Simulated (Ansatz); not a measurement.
Input and command of a plane-wave DFT calculation in Ansatz:

```yaml
crystal:
  lattice:
    - [2.4923023535, 1.4389314347, 4.4806666158]
    - [-2.4923023535, 1.4389314347, 4.4806666158]
    - [0.0, -2.8778628693, 4.4806666158]
  atoms:
    - { symbol: Ga, position: [0.3630287294, 0.339557339, 0.3636209765] }
    - { symbol: Ga, position: [0.1599063187, 0.1404957067, 0.1333909296] }
    - { symbol: Ga, position: [0.6369712706, 0.660442661, 0.6363790235] }
    - { symbol: Ga, position: [0.8400936813, 0.8595042933, 0.8666090704] }
    - { symbol: O, position: [0.5392670162, 0.9619815618, 0.2502613881] }
    - { symbol: O, position: [0.2479937215, 0.5547601708, 0.9356563965] }
    - { symbol: O, position: [0.9414833061, 0.2517448904, 0.5668515487] }
    - { symbol: O, position: [0.4607329838, 0.0380184382, 0.7497386119] }
    - { symbol: O, position: [0.7520062785, 0.4452398292, 0.0643436035] }
    - { symbol: O, position: [0.0585166939, 0.7482551096, 0.4331484513] }
basis:
  ecutwfc: 500
kpoints:
  mp_grid: { grid: [6, 6, 6] }
hamiltonian:
  xc: r2scan
scf:
  occupations: { method: gaussian, width: 0.05 }
output:
  forces: true
  stress: true
  eigenvalues: true
```

```bash
ansatz run input.yaml --threads 2 --pin off --max-ram 5120MiB --backend cpu --events-out ev --progress --plain --runs-dir out
```

Processor: Oxide Virtual Turin-like Processor (Zen 5), 2 threads, on a host shared with other jobs.

Problem. Estimate time, memory and problem size.

Solution. About 31 s on 2 threads of Oxide Virtual Turin-like Processor (Zen 5) (shared host), peak memory 1 GiB. It solves 54 bands at 112 k points (the mesh reduced by symmetry) with about 2429 plane waves, in 8 SCF iterations.
